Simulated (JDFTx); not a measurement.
Si2W: equation of state with PBEsol

Crystal: Si2W.

```
W Si
1.0
    -1.60690    1.60690    3.91495
     1.60690   -1.60690    3.91495
     1.60690    1.60690   -3.91495
W Si
1 2
Direct
  0.00000 0.00000 0.00000
  0.66530 0.66530 0.00000
  0.33470 0.33470 0.00000
```

```yaml
Program: JDFTx 1.7.0 (patched build)
Task: equation of state
Functional: PBEsol
Potentials_or_basis: PseudoDojo-SR-PBEsol-0.4.1-standard with smoothed tails
Cutoff: 1007 eV
Density_cutoff: 8055 eV
k_mesh: 12 × 12 × 12
Occupations: fermi-dirac, width 0.05 eV
Spin: no spin polarisation
```

```json
{"Equilibrium volume": "13.37 Å³/atom", "Bulk modulus at fixed shape and positions": "235 GPa", "Pressure derivative of the bulk modulus": "4.4"}
```

Energy against volume, from the lowest point:
```tsv
volume (Å³/atom)	energy (meV/atom)
12.670	28.59
12.939	9.92
13.209	0.71
13.479	0.00
13.748	6.92
14.018	20.67
14.287	40.57
```

Caveat: the cell was scaled at fixed shape and fractional positions, which overstates the stiffness of a crystal with free parameters, most of all of layers and chains. Spin-orbit coupling is left out, which matters for the levels of W.
